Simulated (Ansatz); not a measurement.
# Co (simple hexagonal type): the cost of one run

Computed with Ansatz 0.2.0 (DFT PBE, with the methods named in each step, unless a step's input says otherwise).

1 further run of the same task is left out (it didn't finish).

## Step 1: Starting point

Symmetry: P6/mmm, No. 191, hexagonal system. Conventional cell: a = 2.448 Å, b = 2.448 Å, c = 2.315 Å, α = 90.00°, β = 90.00°, γ = 120.00°. Around Co (site symmetry 6/mmm) lie 8 Co at 2.32 to 2.45 Å.

Coordinates:

```
CELL_PARAMETERS angstrom
2.44847 0.00000 0.00000
-1.22423 2.12044 0.00000
0.00000 0.00000 2.31540
ATOMIC_POSITIONS crystal
Co 0.00000 0.00000 0.00000
```

Whether this phase is the stable one at these pressures isn't tested.

## Step 2: The reference volume, LAPW

input.yaml

```yaml
crystal:
  lattice:
    - [2.4484686119, 0.0, 0.0]
    - [-1.224234306, 2.1204360183, 0.0]
    - [0.0, 0.0, 2.3153972186]
  atoms:
    - { symbol: Co, position: [0.0, 0.0, 0.0], spin: 1.7 }
magnetization:
  spin_polarized: true
kpoints:
  mp_grid: { grid: [18, 18, 17] }
  band_path:
    path:
      - [0.0, 0.0, 0.0]
      - [0.5, 0.0, 0.0]
      - [0.3333333333, 0.3333333333, 0.0]
      - [0.0, 0.0, 0.0]
      - [0.0, 0.0, 0.5]
      - [0.5, 0.0, 0.5]
      - [0.3333333333, 0.3333333333, 0.5]
      - [0.0, 0.0, 0.5]
      - [0.5, 0.0, 0.5]
    npoints: 14
scf:
  occupations: { method: fermi_dirac, width: 0.1 }
hamiltonian:
  xc: pbe
  pseudopotentials: { kind: all_electron, lapw: { basis_error: 0.001 } }
output:
  forces: true
  stress: true
  eigenvalues: true
  populations: true
  dos: { projected: true, de: 0.2, e_range: [-14, 8] }
```

Run with:

```bash
> ansatz run input.yaml --threads 1 --pin off --max-ram 3072MiB --backend cpu --events-out ev --progress --plain --runs-dir out
```

**Question.** How long does this run take on 1 thread of Arm Neoverse V1, shared host, and how much memory does it need?

About 61 s, with a peak of 0.61 GiB.
